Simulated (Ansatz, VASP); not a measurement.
# One calculation of HBr, two programs

```
CELL_PARAMETERS angstrom
0.00000 3.79720 3.80309
1.66860 0.00000 3.80309
1.66860 3.79720 0.00000
ATOMIC_POSITIONS crystal
H 0.00000 0.00000 0.00000
Br 0.50000 0.50000 0.50000
```

Alike in both runs: functional r2SCAN; k mesh 12 × 12 × 12; occupations gaussian, width 0.1 eV; no spin polarisation.

Ansatz relaxed the structure, and its values are those at the end. VASP's run is a single point on that final structure, the one shown.

|  | VASP | Ansatz |
| --- | --- | --- |
| version | VASP 6.6.1 | Ansatz 0.2.0 |
| potentials or method | VASP PAW PBE potentials, release 64 (H, Br) | scalar-relativistic, plane waves, PAW |
| plane-wave cutoff (eV) | 520 | 500 |
| valence electrons in the cell | 8 | 8 |

VASP gave:

```
gap on the k mesh at the Fermi level (eV) : 1.71
least direct gap on the mesh (eV)         : 2.02
pressure (GPa)                            : -0.1
```

Question: What did Ansatz give for the same quantities?

Answer: gap on the k mesh at the Fermi level (eV): 1.71; least direct gap on the mesh (eV): 2.02; pressure (GPa): 0.0.

With one functional, cell and mesh, what is left measures potentials, basis and numerics.

Caveats: the PAW data sets were made with another functional, which shifts forces and pressure a little (VASP). A k mesh can miss the band edges. r2SCAN opens gaps a little over a GGA but as a rule still falls short of measured ones.
